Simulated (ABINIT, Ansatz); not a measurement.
Cost and result for the equilibrium volume of HgTe

It takes space group F-43m (No. 216, cubic). The conventional cell has a = 6.429 Å, b = 6.429 Å, c = 6.429 Å, α = 90.00°, β = 90.00°, γ = 90.00°. Hg (site symmetry -43m) has 4 Te at 2.78 Å as nearest neighbours. Te (site symmetry -43m) is surrounded by 4 Hg at 2.78 Å.

```csv
rung,level,program and potentials,cutoff (eV),k mesh,smearing,task,core time,chip,equilibrium volume (Å³/atom),notes
GGA,PBEsol,"Ansatz, Ansatz PAW",420,7 × 7 × 7,fermi-dirac 0.05,relaxation of cell and atoms,13 s,Arm Neoverse V1,34.50,"potentials made for PBE, which Ansatz adapts in part"
GGA + dispersion,BLYP+D3(BJ),"Ansatz, Ansatz PAW",420,7 × 7 × 7,fermi-dirac 0.05,relaxation of cell and atoms,30 s,Intel Xeon Skylake/Cascade Lake,35.39,"potentials made for PBE, which Ansatz adapts in part"
GGA + dispersion,BLYP+D4,"Ansatz, Ansatz PAW",420,7 × 7 × 7,fermi-dirac 0.05,relaxation of cell and atoms,37 s,Intel Xeon Skylake/Cascade Lake,36.05,"potentials made for PBE, which Ansatz adapts in part"
GGA + dispersion,revPBE+D4,"Ansatz, Ansatz PAW",420,7 × 7 × 7,fermi-dirac 0.05,relaxation of cell and atoms,37 s,Intel Xeon Skylake/Cascade Lake,34.96,"potentials made for PBE, which Ansatz adapts in part"
GGA,revPBE,"Ansatz, Ansatz PAW",420,7 × 7 × 7,fermi-dirac 0.05,relaxation of cell and atoms,43 s,Intel Xeon Skylake/Cascade Lake,38.08,"potentials made for PBE, which Ansatz adapts in part"
meta-GGA + dispersion,r2SCAN+D4,"Ansatz, Ansatz PAW",500,7 × 7 × 7,fermi-dirac 0.05,equation of state,61 s,Arm Neoverse V1,35.05,"potentials made for PBE, which Ansatz adapts in part"
meta-GGA + dispersion,r2SCAN+D3(BJ),"Ansatz, Ansatz PAW",500,7 × 7 × 7,fermi-dirac 0.05,relaxation of cell and atoms,82 s,Intel Xeon Skylake/Cascade Lake,34.84,"potentials made for PBE, which Ansatz adapts in part"
hybrid,HSE03,"Ansatz, Ansatz PAW",420,4 × 4 × 4,fermi-dirac 0.05,relaxation of cell and atoms,4.3 min,Intel Xeon Skylake/Cascade Lake,35.88,"coarse mesh; potentials made for PBE, which Ansatz adapts in part"
GGA,PBE,"ABINIT, PseudoDojo NC SR PBE v0.4.1 standard",1088,5 × 5 × 5,fermi-dirac 0.05,relaxation of cell and atoms,5.7 min,Arm Neoverse V2,36.94,-
```

Times are single runs on shared hosts and different chips, so they are rough; meshes, cutoffs and the tasks' sizes weigh on the time. All rows: no spin polarisation. Smearing widths are in eV. For a metal such meshes aren't converged. Meshes differ between rows, which moves values too. Meshes are those of the run's cell of 2 atoms unless a note names another. Relaxations start from the cell shown or near it and stop with a little pressure left. Runs on faulty files, with rough fits or with known faults for this quantity aren't shown. No row holds spin-orbit coupling.

By rung: GGA 34.50 to 38.08; GGA + dispersion 34.96 to 36.05; meta-GGA + dispersion 34.84 to 35.05; hybrid on coarse meshes 35.88 (Å³/atom).

The semilocal functionals order as their exchange does: revPBE, which favours strongly varying densities most, gives 38.08 Å³/atom, PBE 36.94 and PBEsol, built for slowly varying densities in solids, 34.50. HgTe responds clearly to such changes because its bonds are soft, partly since relativity stabilises the Hg 6s shell and weakens its part in bonding. Adding D4 to revPBE shrinks the volume to 34.96, as expected for attraction between polarisable Te and the filled Hg 5d shells. D4 leaves a larger volume than D3(BJ) with both BLYP and r2SCAN, probably because its charge-dependent coefficients weaken the attraction of cationic Hg.

Every row still lies above the measured volume of zinc-blende HgTe, which points to remaining underbinding in the functionals. PBEsol comes closest and is also the quickest run, so a higher rung brings no visible gain here. A good volume doesn't, however, establish that a functional reproduces the inverted band order of this semimetal.
